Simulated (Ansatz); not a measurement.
# ZnSe (Stilleite) (F-43m) in Ansatz: settings compared, part 2 of 2

Ansatz 0.2.0. Earlier steps stand in the parts before.

## Step 3: Relaxation of cell and atoms, BLYP+D4

File input.yaml:

```yaml
crystal:
  lattice:
    - [0.0, 2.8338, 2.8338]
    - [2.8338, 0.0, 2.8338]
    - [2.8338, 2.8338, 0.0]
  atoms:
    - { symbol: Se, position: [0.75, 0.75, 0.75] }
    - { symbol: Zn, position: [0.0, 0.0, 0.0] }
hamiltonian:
  xc: blyp
  pseudopotentials: { kind: paw }
  dispersion: d4
kpoints:
  mp_grid: { grid: [8, 8, 8] }
scf:
  occupations: { method: fermi_dirac, width: 0.05 }
output:
  forces: true
  stress: true
relax:
  f_tol: 0.01
  max_steps: 40
  cell: { stress_tol: 0.05 }
```

Potentials or basis: Ansatz PAW.

On the command line:

```bash
> ansatz run input.yaml --threads 2 --pin off --max-ram 5632MiB --backend cpu --events-out ev --progress --plain --runs-dir out
```

The log of the run:

```text
Warning: RAYON_NUM_THREADS=2 ignored (pool sized by the plan → 2); use --threads N
Engine: ansatz 0.2.0, x86_64-unknown-linux-gnu
Pseudopotentials: kind: paw
Pseudopotential: Se, paw, valence charge 16, recommended cutoff 420 eV (normal), Se.paw.azcp
Pseudopotential: Zn, paw, valence charge 12, recommended cutoff 420 eV (normal), Zn.paw.azcp
Functional definition: BLYP
  parameter beta = 0.0042
  parameter a = 0.04918
  parameter b = 0.132
  parameter c = 0.2533
  parameter d = 0.349
  exchange = b88_x(beta = beta)
  correlation = lyp_c(a = a, b = b, c = c, d = d)
Crystal: 2 atoms, lattice volume = 45.513 Å³
Basis set: ecut = 420 eV, 893 PW (Γ), exchange–correlation on 54×54×54 points (8 copies of the dense FFT grid, shifted against one another)
Bands: 18, of which v1, the nominal top of the filled ones, is band 14 counted from 1 (13 counted from 0)
Symmetry: 24 space group operations
Space group: F-43m (ITA 216), of the structure as read, at distance tolerance 3.6e-5 Å
k-points: 29 of 512 (time reversal used)
Non-local potential: Se, projectors of the file, l = 0: 2, l = 1: 2, l = 2: 3, l = 3: 1
Non-local potential: Zn, projectors of the file, l = 0: 2, l = 1: 2, l = 2: 3, l = 3: 1
PAW form: soft (Blöchl's): semilocal exchange-correlation on the pseudo side does not see the compensation charge
PAW frozen core: Se, regenerated for the run's functional, and the local potential with it (the file was generated under x = pbe(κ = 0.804, μ = 0.2195149727645171), c = pbe(β = 0.06672455060314922))
PAW frozen core: Zn, regenerated for the run's functional, and the local potential with it (the file was generated under x = pbe(κ = 0.804, μ = 0.2195149727645171), c = pbe(β = 0.06672455060314922))
PAW one-centre angular grid: Se, 590 points (default); XC on 64 Gauss nodes
PAW one-centre angular grid: Zn, 590 points (default); XC on 64 Gauss nodes
Initial density: superposition of atomic densities (neutral atoms: chi_scale 0, normalization atom), corrected by the library's trained network
Initial wavefunctions: pseudopotential atomic-orbital guess
Functional: x = b88, c = lyp
[... 31 lines left out ...]
iter 1 solved again at ethr=8.49e-8 eV; its pass at ethr=3.10e-3 eV (dr2=2.38e-5 eV) is discarded
SCF iter   1: F=—  HF=-8811.340822 eV  |F-HF|=—  |Δ(HF+E_count)|=         —  Δρ=5.99e-4  dr2=3.86e-6  ethr=8.49e-8  ⟨swp⟩=2.9  Hψ=3914  notcnv=0
preconditioner: auto → none  [insulator: Δε(μ)=1.188 eV  Ē_g=11.977 eV  σ=0.050 eV  W_gap=1.00  n_scr=14 (ndim 8)  ℏωp=23.2 eV  f_vac=0.128  D(μ)=0.00/eV (n_scr^D=0)  ε∞_Penn≈4.8]
SCF iter   2: F=—  HF=-8811.345055 eV  |F-HF|=—  |Δ(HF+E_count)|=   4.23e-3  Δρ=2.99e-4  dr2=8.84e-7  ethr=1.38e-8  ⟨swp⟩=2.9  Hψ=921  notcnv=0
SCF iter   3: F=—  HF=-8811.346646 eV  |F-HF|=—  |Δ(HF+E_count)|=   1.59e-3  Δρ=4.71e-5  dr2=1.35e-7  ethr=3.16e-9  ⟨swp⟩=2.9  Hψ=893  notcnv=0
SCF iter   4: F=—  HF=-8811.346679 eV  |F-HF|=—  |Δ(HF+E_count)|=   3.25e-5  Δρ=1.32e-5  dr2=2.11e-8  ethr=4.83e-10  ⟨swp⟩=2.0  Hψ=783  notcnv=0
SCF iter   5: F=—  HF=-8811.346681 eV  |F-HF|=—  |Δ(HF+E_count)|=   2.20e-6  Δρ=3.55e-6  dr2=1.88e-9  ethr=7.54e-11  ⟨swp⟩=2.0  Hψ=767  notcnv=0
SCF iter   6: F=—  HF=-8811.346681 eV  |F-HF|=—  |Δ(HF+E_count)|=   1.71e-7  Δρ=8.56e-7  dr2=1.72e-10  ethr=6.72e-12  ⟨swp⟩=2.0  Hψ=773  notcnv=0
SCF iter   7: F=-8811.346681 eV  HF=-8811.346681 eV  |F-HF|=1.04e-10  |Δ(HF+E_count)|=   7.65e-9  Δρ=1.06e-7  dr2=2.32e-12  ethr=1.00e-12  ⟨swp⟩=4.5  Hψ=2663  notcnv=0
SCF 4 converged in 7 iterations: F = -8811.346681 eV  dr2 = 2.32e-12
relax step   4: F+E_penalty+E_count = -8811.34668100 eV  Δ(F+E_penalty+E_count) = -1.049e-4 eV  max|allowed force component| = 5.956e-17 eV/Å  Δτ_max = 0.0000 Å  P = +0.003 GPa  Ω = 45.989 Å³  stress off target by 2.62e-3 GPa  SCF on the basis re-selected at this cell (its energy is not comparable with the rows above)  (7 SCF iters)
basis re-selected at this cell: Δ(F+E_penalty+E_count) = -1.049e-4 eV, ΔP = -0.000 GPa vs the last step (what re-selecting the basis moved, of the pressure what is left beyond the Pulay correction that the steps carried, after the strain that the cell walked since its last selection, with what the two solves' SCF thresholds leave and, on support functions, any second-order correction that the steps lacked; it is no measure of the basis error at this ecutwfc). This SCF's stress stands 2.62e-3 GPa from its target on what of the cell is left free (relax.cell.stress_tol is 5.00e-2 GPa) and its largest allowed force component is 5.96e-17 eV/Å (relax.f_tol is 1.00e-2 eV/Å): within both
SCF converged after 7 iterations
Free energy (F): -8811.346681 eV
Harris-Foulkes:  -8811.346681 eV  (|F-HF|=1.04e-10)
Internal energy: -8811.346681 eV  (E = F + TS)
E sigma→0 (E₀):  -8811.346681 eV
Entropy (-TS):   -0.000000 eV (-0.000 meV/atom)
Fermi energy:    7.633728 eV
--- Per-component energies (eV) ---
  E_band       = -375.160206
  E_kinetic    = 251.529959
  E_local      = -4405.940290  (includes V_loc(G=0)·N_el)
  E_nonlocal   = 12.704662
  E_hartree    = 2045.367684
  E_xc         = -239.407781
  E_vxc        = -147.191724  (∫ρ·V_xc dr)
  E_paw        = -3763.087129  (= ΣΔE_a)
  E_vpaw       = -176.997231  (= ΣTr[D̂ρ^β])
  E_aug_tail   = -0.000963  (compensation charges beyond the density's cutoff)
  E_ewald      = -2711.521819
  E_disp       = -1.186737  (pairwise vdW)
  E_core_change = 0.195733  (= ΣΔE_core)
  E_smearing   = -0.000000  (= −TS)
  E_closure    = -0.000000  (closes the sum)
  Σ components = -8811.346681   (vs F -8811.346681, Δ=0.00e0)
--- Forces (eV/Å), atoms counted from 1 ---
  atom   1  Se     0.00000000    -0.00000000    -0.00000000
  atom   2  Zn    -0.00000000     0.00000000     0.00000000
  max |Σ_I F_I| component: 6.59e-17 eV/Å
--- Stress (GPa, compression-positive) ---
        0.002622       0.000000       0.000000
        0.000000       0.002622       0.000000
        0.000000       0.000000       0.002622
  P = ⅓ Tr σ = 0.0026 GPa (0.026 kbar)
--- Relaxed structure (3 steps of the walk, 3 accepted, 1 SCFs on fresh bases) ---
  F+E_penalty+E_count = -8811.34668100 eV   max|allowed force component| = 5.956e-17 eV/Å   (the final SCF, on the basis selected at the relaxed cell)
  cell:  # Å, volume = 45.9893 Å³
    - [1.1209818472370299e-33, 2.8436458745346753, 2.8436458745346753]
    - [2.8436458745346753, 2.929838918914964e-33, 2.8436458745346753]
    - [2.8436458745346753, 2.8436458745346753, 4.764172850757377e-33]
  atoms:
    - { symbol: Se, position: [0.7500000000000001, 0.7500000000000001, 0.7500000000000001] }
    - { symbol: Zn, position: [3.964496909541562e-34, -4.58748928104095e-34, -5.890109694176034e-34] }
```

Wall time 9.2 s (2 threads of Intel Xeon at 2.70GHz, shared host); peak memory 0.37 GiB.

What came out:

```yaml
Free_energy: -8811.3467 eV
Relaxed_volume: 22.99 Å³/atom
Relaxed_cell: a = 4.022 Å, b = 4.022 Å, c = 4.022 Å, α = 60.00°, β = 60.00°, γ = 60.00°
Space_group_after_relaxing_to_0.05_Å: F-43m (No. 216)
Energy_gained_by_relaxing: 0.5 meV/atom
Ionic_steps: 4
Pressure_after_relaxing: 0.0 GPa
Band_gap_on_the_k_mesh: 1.19 eV
```

Step by step:
```csv
step,energy change (eV),largest force (eV/Å),volume (Å³)
1,0.0000,0.0000,45.51
2,-0.0008,0.0000,45.87
3,-0.0008,0.0000,45.99
4,-0.0010,0.0000,45.99
```

Final structure:
```
CELL_PARAMETERS angstrom
0.00000 2.84365 2.84365
2.84365 0.00000 2.84365
2.84365 2.84365 0.00000
ATOMIC_POSITIONS crystal
Se 0.75000 0.75000 0.75000
Zn 0.00000 0.00000 0.00000
```

Caveat: the plane-wave basis is chosen anew once the cell has moved, so the energies of steps on either side of that aren't comparable; the PAW data sets come from PBE, with cores solved anew for the run's functional, which leaves a small shift of forces and pressure.

## Step 4: Single point, PBE

File input.yaml:

```yaml
crystal:
  lattice:
    - [0.0, 2.8338, 2.8338]
    - [2.8338, 0.0, 2.8338]
    - [2.8338, 2.8338, 0.0]
  atoms:
    - { symbol: Se, position: [0.75, 0.75, 0.75] }
    - { symbol: Zn, position: [0.0, 0.0, 0.0] }
hamiltonian:
  xc: pbe
  pseudopotentials: { kind: paw }
kpoints:
  mp_grid: { grid: [8, 8, 8] }
scf:
  occupations: { method: gaussian, width: 0.029 }
output:
  forces: true
  stress: true
  eigenvalues: true
  write_density: true
  write_potential: true
  elf: true
  volumetric_format: npy
```

On the command line:

```bash
> ansatz run input.yaml --threads 2 --pin off --max-ram 5632MiB --backend cpu --events-out ev --progress --plain --runs-dir out
```

It took 2.3 s on 2 threads of Intel Xeon at 2.70GHz, shared host; peak memory 0.36 GiB.

Results (log left out):

* Free energy: -8789.5263 eV
* Pressure: 2.1 GPa
* Band gap on the k mesh: 1.29 eV, direct

Levels at points of the mesh, in eV from the valence-band top:
```
             k point  band 11  band 12  band 13  band 14  band 15  band 16  band 17  band 18
  (0.00, 0.00, 0.00)    -6.17     0.00     0.00     0.00     1.29     5.81     5.81     5.81
 (0.00, 0.00, -0.50)    -6.01    -5.23    -0.87    -0.87     2.55     6.39     6.39     8.57
(0.00, -0.50, -0.50)    -5.99    -4.75    -2.18    -2.18     2.99     3.47    10.73    11.25
```

## Step 5: Single point, PBE

Changes to input.yaml since step 4:

```diff
@@ -14,3 +14,3 @@
 scf:
-  occupations: { method: gaussian, width: 0.029 }
+  occupations: { method: gaussian, width: 0.03 }
 output:
@@ -19,5 +19 @@
   eigenvalues: true
-  write_density: true
-  write_potential: true
-  elf: true
-  volumetric_format: npy
```

On the command line:

```bash
> ansatz run input.yaml --threads 2 --pin off --max-ram 5632MiB --backend cpu --events-out ev --progress --plain --runs-dir out
```

Run time: 1.6 s. Hardware: 2 threads of Intel Xeon at 2.70GHz, shared host; peak memory 0.35 GiB.

Results (log left out):

* Free energy: -8789.5263 eV
* Pressure: 2.1 GPa
* Band gap on the k mesh: 1.29 eV, direct

Levels at points of the mesh, in eV from the valence-band top:
```tsv
k point	band 10	band 11	band 12	band 13	band 14	band 15	band 16	band 17	band 18
(0.00, 0.00, 0.00)	-6.17	-6.17	0.00	0.00	0.00	1.29	5.81	5.81	5.81
(0.00, 0.00, -0.50)	-6.15	-6.01	-5.23	-0.87	-0.87	2.55	6.39	6.39	8.57
(0.00, -0.50, -0.50)	-6.12	-5.99	-4.75	-2.18	-2.18	2.99	3.47	10.73	11.25
```

## Step 6: The runs side by side

```csv
task,level,cell,smearing,gap on the mesh (eV),pressure (GPa),relaxed volume (Å³/atom)
relaxation of cell and atoms,BLYP+D3(BJ),relaxed,fermi-dirac 0.05 eV,1.26,0.0,22.62
relaxation of cell and atoms,BLYP+D4,relaxed,fermi-dirac 0.05 eV,1.19,0.0,22.99
single point,PBE,as given,gaussian 0.029 eV,1.29,2.1,-
single point,PBE,as given,gaussian 0.03 eV,1.29,2.1,-
```

Alike in all rows: potentials or basis Ansatz PAW; no spin polarisation; k mesh 8 × 8 × 8; cutoff (eV) 420.

Caveats: the plane-wave basis is chosen anew once the cell has moved, so the energies of steps on either side of that aren't comparable (some runs); the PAW data sets come from PBE, with cores solved anew for the run's functional, which leaves a small shift of forces and pressure (some runs).

Absolute energies hang on the potentials; compare differences alone.

## Step 7: Comparison with measurements

Step 4. A measured gap of ZnSe is 2.695 eV (an exciton energy, a little under the gap; 300 K; “Alloy Disordering Effects on the Thermal Conductivity and Energy Gap Temperature Dependence of Cd1−xZnxSe Ternary Crystals Grown by the Bridgman Method”, 2023, pmc:10253836); the calculated 1.29 eV misses it by -1.41 eV. So large a miss can be the level of theory's own, or it may mean another phase, state or a wrong row. Spin-orbit coupling on Se is left out. The value is that of PBE, without temperature or zero-point motion. Semilocal functionals fall short of measured gaps as a rule.

Step 5. Against the measured gap of ZnSe, 2.695 eV (an exciton energy, a little under the gap; 300 K; “Alloy Disordering Effects on the Thermal Conductivity and Energy Gap Temperature Dependence of Cd1−xZnxSe Ternary Crystals Grown by the Bridgman Method”, 2023, pmc:10253836), the calculated 1.29 eV is off by -1.41 eV. So large a miss can be the level of theory's own, or it may mean another phase, state or a wrong row. Spin-orbit coupling on Se is left out. The value is that of PBE, without temperature or zero-point motion. Semilocal functionals fall short of measured gaps as a rule.
